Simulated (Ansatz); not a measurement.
CuCl2:

```
Cu Cl
1.0
     4.52065    0.00000    0.00000
     0.00000    4.52065    0.00000
     0.00000    0.00000    4.31771
Cu Cl
1 2
Cartesian
  0.0000 0.0000 0.0000
  0.0000 2.2603 0.0000
  2.2603 0.0000 0.0000
```

Measurements of this composition are mostly on another form, of space group No. 12.

```yaml
Program: Ansatz 0.2.0
Task: relaxation of cell and atoms
Functional: r2SCAN
Potentials_or_basis: Ansatz PAW
Cutoff: "500 eV (not typed: the program's choice for these potentials)"
k_mesh: 6 × 6 × 6
Occupations: fermi-dirac, width 0.05 eV
Spin: no spin polarisation
Hubbard_terms: Cu d U = 3 eV
```

At the start: volume 29.41 Å³/atom.

**Question.** Where does the relaxation end?

**Answer.** It ends after 8 steps and the volume is 26.86 Å³/atom (-8.7 %); space group P4/mmm (No. 123, to 0.05 Å).

Step by step:
```tsv
step	energy change (eV)	largest force (eV/Å)	volume (Å³)
1	0.0000	0.0000	88.24
2	-0.0022	0.0000	87.28
3	-0.0058	0.0000	84.25
4	-0.0077	0.0000	82.25
5	-0.0095	0.0000	79.46
6	-0.0098	0.0000	80.30
7	-0.0097	0.0000	80.59
8	-0.0088	0.0000	80.59
```

Final structure:
```cif
data_structure
_symmetry_space_group_name_H-M 'P 1'
_symmetry_Int_Tables_number 1
_cell_length_a 4.5008
_cell_length_b 4.5008
_cell_length_c 3.9782
_cell_angle_alpha 90.000
_cell_angle_beta 90.000
_cell_angle_gamma 90.000
_cell_volume 80.59
loop_
_atom_site_label
_atom_site_type_symbol
_atom_site_fract_x
_atom_site_fract_y
_atom_site_fract_z
_atom_site_occupancy
Cu1 Cu 0.00000 0.00000 0.00000 1
Cl1 Cl 0.00000 0.50000 0.00000 1
Cl2 Cl 0.50000 0.00000 0.00000 1
```

Caveat: the plane-wave basis is chosen anew once the cell has moved, so the energies of steps on either side of that aren't comparable; an odd number of electrons without spin polarisation forces a metal; a magnetic or distorted state may lie lower; the run has no spin polarisation, though such a crystal can be magnetic; U without spin polarisation on a metal has little footing; the PAW data sets come from PBE, with cores solved anew for the run's functional, which leaves a small shift of forces and pressure.
